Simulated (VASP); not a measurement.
**Sn: single point with r2SCAN**

Crystal: Sn.

```
Sn
1.0
    -2.94014    2.94014    1.59930
     2.94014   -2.94014    1.59930
     2.94014    2.94014   -1.59930
Sn
2
Direct
  0.75000 0.25000 0.50000
  0.00000 0.00000 0.00000
```

```json
{
 "Program": "VASP 6.6.1",
 "Task": "single point",
 "Functional": "r2SCAN",
 "Potentials or basis": "VASP PAW PBE potentials, release 64 (Sn_d)",
 "Cutoff": "520 eV",
 "k mesh": "12 × 12 × 12",
 "Occupations": "fermi-dirac, width 0.05 eV",
 "Spin": "no spin polarisation",
 "Dipole correction": "no",
 "Further INCAR settings": "ALGO = Normal; EDIFF = 1e-06; NBANDS = 21"
}
```

```yaml
Pressure: -0.2 GPa
Band_gap_on_the_k_mesh: none (metal or under the smearing width)
```

Levels at points of the mesh, in eV from the Fermi level:
```tsv
k point	band 11	band 12	band 13	band 14	band 15	band 16	band 17	band 18
(0.00, 0.00, 0.00)	-11.52	-3.72	-2.11	-2.11	3.38	6.45	6.45	7.12
(0.50, 0.00, 0.00)	-7.15	-5.56	-2.34	-1.83	-1.23	2.54	2.98	4.88
(0.50, 0.50, 0.00)	-9.20	-9.20	0.55	0.55	1.76	1.76	6.36	6.36
(0.50, 0.50, 0.50)	-7.83	-7.83	-4.93	-4.93	5.31	5.31	9.74	9.74
```

Wall time 4.4 min on 1 thread of Intel(R) Xeon(R) 6975P-C (Granite Rapids), on a shared host, peak memory 0.31 GiB.

Caveat: the PAW data sets were made with another functional, which shifts forces and pressure a little.
